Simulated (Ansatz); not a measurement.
ZrN: frozen-core PAW against all-electron methods

```
CELL_PARAMETERS angstrom
0.00000 2.28423 2.28423
2.28423 0.00000 2.28423
2.28423 2.28423 0.00000
ATOMIC_POSITIONS crystal
Zr 0.00000 0.00000 0.00000
N 0.50000 0.50000 0.50000
```

Atoms are numbered in the order listed.

The cell is COD entry 4303945, as deposited and not checked against the literature; nothing was relaxed.

Spin polarisation is left out, and whether a magnetic state lies lower isn't shown here.

Levels of theory: DFT, PBEsol, PAW with Ansatz's default frozen-core files, scalar-relativistic (Ansatz 0.2.0); DFT, PBEsol, all-electron LAPW, scalar-relativistic (Ansatz 0.2.0).

For PAW: a Γ-centred 9×9×9 k mesh, Fermi–Dirac smearing of 0.01 eV, cutoff 420 eV, no spin polarisation; the PAW files were made with PBE, and the program remakes their frozen cores for this functional. LAPW targets a basis error of 0.25 meV/atom. The Ansatz runs share mesh, smearing and spin set-up. Plane-wave (PAW) pressures include the program's estimate of the Pulay term.

Stress and pressure are positive in compression.

Levels count from the Fermi level.

```tsv
quantity	PAW	LAPW
pressure (GPa)	-2.82	-2.78
highest filled level at Γ (eV)	-0.385	-0.386
highest filled level at U (eV)	-0.692	-0.692
lowest empty level at U (eV)	3.512	3.514
highest filled level at X (eV)	-3.113	-3.112
lowest empty level at X (eV)	3.471	3.469
```

PAW's pressure differs from the LAPW value by -0.04 GPa.
